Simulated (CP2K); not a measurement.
The system is Re.

```
CELL_PARAMETERS angstrom
2.76080 0.00000 0.00000
-1.38040 2.39092 0.00000
0.00000 0.00000 4.45820
ATOMIC_POSITIONS crystal
Re 0.66667 0.33333 0.75000
Re 0.33333 0.66667 0.25000
```

Base run:

```yaml
Program: CP2K 2026.2
Functional: HLE16
Potentials_or_basis: POTENTIAL_UZH Re GTH-PBE-q15; TZVP-MOLOPT-PBE-GTH basis
Density_cutoff: 9184 eV
k_mesh: 11 × 11 × 6
Occupations: fermi-dirac, width 0.05 eV
Spin: no spin polarisation
```

Its results: band gap on the k mesh none (metal or under the smearing width); pressure -65.7 GPa.

Q: After a change of settings the same cell gave: band gap on the k mesh none (metal or under the smearing width); pressure 6.2 GPa. Which change was it?
A. functional from HLE16 to optB88-vdW
B. functional from HLE16 to LDA
C. functional from HLE16 to r2SCAN
D. functional from HLE16 to PBEsol

A: A.

Caveats: the potentials were made for another functional, which shifts forces and pressure; spin-orbit coupling is left out, which moves the levels of the heavy elements; the basis of atomic orbitals isn't converged, which shifts pressures, moduli and gaps; the potentials were made for a functional far from this one (some runs); the cell as given lies far from equilibrium (some runs).

Runs at the PBE level aren't shown here.
